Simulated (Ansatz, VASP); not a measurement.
**Mo in VASP and in Ansatz**

```
Mo
1.0
     0.00000    2.00103    2.30118
     2.00103    0.00000    2.30118
     2.00103    2.00103    0.00000
Mo
1
Direct
  0.00000 0.00000 0.00000
```

Change from the starting cell: engineering shear strain xz +0.0000, normal strain along z +0.1500.

Alike in both runs: task single point; functional PBE; k mesh 20 × 20 × 20; occupations gaussian, width 0.15 eV; no spin polarisation.

|  | VASP | Ansatz |
| --- | --- | --- |
| version | VASP 6.6.1 | Ansatz 0.2.0 |
| potentials or method | VASP PAW PBE potentials, release 64 (Mo_sv) | scalar-relativistic, plane waves, PAW |
| plane-wave cutoff (eV) | 520 | 420 |
| valence electrons in the cell | 14 | 14 |

```tsv
	VASP	Ansatz	Ansatz less VASP
gap on the k mesh at the Fermi level (eV)	none	none	-
pressure (GPa)	-24.6	-24.9	-0.24
largest component of the traceless stress (GPa)	5.02	5.05	+0.032
```

A gap of «none» marks a metal or a gap that the smearing closes.

Caveats: so large a pressure means that the cell lies far from this level's equilibrium, or that cutoff or potentials fall short (VASP).
